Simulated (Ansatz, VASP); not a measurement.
**One calculation of PbS (Galena), two programs**

Contents of INCAR:

```
PREC = Accurate
ENCUT = 520
EDIFF = 1E-6
ISMEAR = 0
SIGMA = 0.012
LREAL = False
LASPH = True
NELM = 100
ALGO = Fast
ISIF = 2
LWAVE = False
LCHARG = False
GGA = PE
```

Contents of KPOINTS:

```
Automatic mesh
0
Gamma
  8 8 8
```

POSCAR

```
PbS
1.0
    0.0000000000      2.9657500000      2.9657500000
    2.9657500000      0.0000000000      2.9657500000
    2.9657500000      2.9657500000      0.0000000000
Pb S
1 1
Direct
    0.0000000000      0.0000000000      0.0000000000
    0.5000000000      0.5000000000      0.5000000000
```

input.yaml

```yaml
crystal:
  lattice:
    - [0.0, 2.96575, 2.96575]
    - [2.96575, 0.0, 2.96575]
    - [2.96575, 2.96575, 0.0]
  atoms:
    - { symbol: Pb, position: [0.0, 0.0, 0.0] }
    - { symbol: S, position: [0.5, 0.5, 0.5] }
hamiltonian:
  xc: pbe
  pseudopotentials: { kind: paw }
kpoints:
  mp_grid: { grid: [8, 8, 8] }
scf:
  occupations: { method: gaussian, width: 0.012 }
output:
  forces: true
  stress: true
  eigenvalues: true
  write_density: true
  write_potential: true
  elf: true
  volumetric_format: npy
```

Alike in both runs: task single point; functional PBE; k mesh 8 × 8 × 8; occupations gaussian, width 0.012 eV; no spin polarisation.

|  | VASP | Ansatz |
| --- | --- | --- |
| version | VASP 6.6.1 | Ansatz 0.2.0 |
| potentials or method | VASP PAW PBE potentials, release 64 (Pb_d, S) | Ansatz PAW |
| plane-wave cutoff (eV) | 520 | 420 |
| valence electrons in the cell | 20 | 20 |

```tsv
	VASP	Ansatz	Ansatz less VASP
gap on the k mesh at the Fermi level (eV)	0.36	0.36	-0.007
least direct gap on the mesh (eV)	0.36	0.36	-0.007
pressure (GPa)	2.2	2.2	+0.05
```

Caveats: spin-orbit coupling is left out, which as a rule narrows the gap of such compounds by several tenths of an eV. A k mesh can miss the band edges.
